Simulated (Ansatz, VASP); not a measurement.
## Al: VASP beside Ansatz

Contents of INCAR:

```
  PREC = Accurate
  ENCUT = 520
  EDIFF = 1E-6
  ISMEAR = 0
  SIGMA = 0.1
  LREAL = False
  LASPH = True
  NELM = 80
  ALGO = Fast
  ISIF = 2
  LWAVE = False
  LCHARG = False
  GGA = PE
  NBANDS = 10
```

Contents of KPOINTS:

```
Automatic mesh
0
Gamma
  9 9 16
```

The input POSCAR:

```
Al
1.0
    3.8482904267      0.0000000000      0.0047199143
    0.0000000000      3.8482933212      0.0000000000
   -1.9215165413      0.0000000000      2.1308580720
Al
2
Direct
    0.0000000000      0.0000000000      0.0000000000
    0.5000000000      0.5000000000      0.0000000000
```

Input for Ansatz:

```yaml
crystal:
  lattice:
    - [3.8482904267, 0.0, 0.0047199143]
    - [0.0, 3.8482933212, 0.0]
    - [-1.9215165413, 0.0, 2.130858072]
  atoms:
    - { symbol: Al, position: [0.0, 0.0, 0.0] }
    - { symbol: Al, position: [0.5, 0.5, 0.0] }
basis:
  ecutwfc: 420
kpoints:
  mp_grid: { grid: [9, 9, 16] }
hamiltonian:
  xc: pbe
scf:
  occupations: { method: gaussian, width: 0.1 }
output:
  forces: true
  stress: true
  eigenvalues: true
  write_density: true
  write_potential: true
  elf: true
  volumetric_format: npy
```

Change from the starting cell: band edges of the strained film's bulk.

Alike in both runs: task single point; functional PBE; k mesh 9 × 9 × 16; occupations gaussian, width 0.1 eV; no spin polarisation.

|  | VASP | Ansatz |
| --- | --- | --- |
| version | VASP 6.6.1 | Ansatz 0.2.0 |
| potentials or method | VASP PAW PBE potentials, release 64 (Al) | scalar-relativistic, plane waves, PAW |
| plane-wave cutoff (eV) | 520 | 420 |
| valence electrons in the cell | 6 | 6 |

|  | VASP | Ansatz | Ansatz less VASP |
| --- | --- | --- | --- |
| gap on the k mesh at the Fermi level (eV) | none | none | - |
| pressure (GPa) | 4.6 | 4.6 | +0.03 |
| largest component of the traceless stress (GPa) | 4.60 | 4.61 | +0.005 |

A gap of «none» marks a metal or a gap that the smearing closes. The functional is the same, so the differences come from potentials, cutoffs and numerics.
